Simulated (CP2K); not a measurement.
Si2W:

```
W Si
1.0
     4.52671    0.00000    0.00000
     2.24503    3.93077    0.00000
    -3.38587   -1.96538    2.27250
W Si
1 2
Direct
  0.00000 0.00000 0.00000
  0.66530 0.66530 0.00000
  0.33470 0.33470 0.00000
```

Base run:

- Program: CP2K 2026.2
- Functional: optB88-vdW
- Potentials or basis: POTENTIAL_UZH W GTH-PBE-q14, Si GTH-PBE-q4; TZVP-MOLOPT-PBE-GTH basis
- Density cutoff: 9184 eV
- k mesh: 12 × 12 × 12
- Occupations: fermi-dirac, width 0.05 eV
- Spin: no spin polarisation

Its results: band gap on the k mesh none (metal or under the smearing width); pressure 5.4 GPa; largest force 0.005 eV/Å.

Question: After a change of settings the same cell gave: band gap on the k mesh none (metal or under the smearing width); pressure 2.5 GPa; largest force 0.065 eV/Å. Which change was it?
A. functional from optB88-vdW to LDA
B. functional from optB88-vdW to OLYP
C. functional from optB88-vdW to PBE
D. functional from optB88-vdW to PBEsol

Answer: C.

Caveats: spin-orbit coupling is left out, which moves the levels of the heavy elements; the basis of atomic orbitals isn't converged, which shifts pressures, moduli and gaps; the potentials were made for another functional, which shifts forces and pressure (some runs).
